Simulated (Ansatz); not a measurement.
GeTe (alpha-GeTe type, space group R3m)

```xyz
2
Lattice="2.1133 1.2201 3.6399 -2.1133 1.2201 3.6399 0.0000 -2.4402 3.6399" Properties=species:S:1:pos:R:3 pbc="T T T"
Ge     0.0000     0.0000     2.5578
Te     0.0000     0.0000     8.3620
```

The volume is varied about the relaxed value V₀ at fixed cell shape. The atoms relax within the cell's symmetry.

Calculation: PBE (plane waves to 420 eV, PAW, scalar-relativistic; Ansatz, a first-principles code). k mesh 10×10×10 (Γ-centred), Fermi-Dirac smearing 0.05 eV. E stands for the smeared free energy. GeTe was relaxed with its symmetry unable to fall. Spin-orbit coupling is left out, though Te is heavy. ΔE is measured from the relaxed starting cell.

Estimate the ΔE (meV/atom) for V/V₀ = 0.872, 0.904, 0.936, 0.968, 1.032, 1.064, 1.096, 1.128.


```
V/V₀   ΔE (meV/atom)
-----  -------------
0.872             67
0.904             35
0.936             15
0.968              3
1.032              3
1.064             11
1.096             24
1.128             40
```

(A scan under strain: stresses follow from slopes of the energy per volume, elastic moduli from its curvatures.)
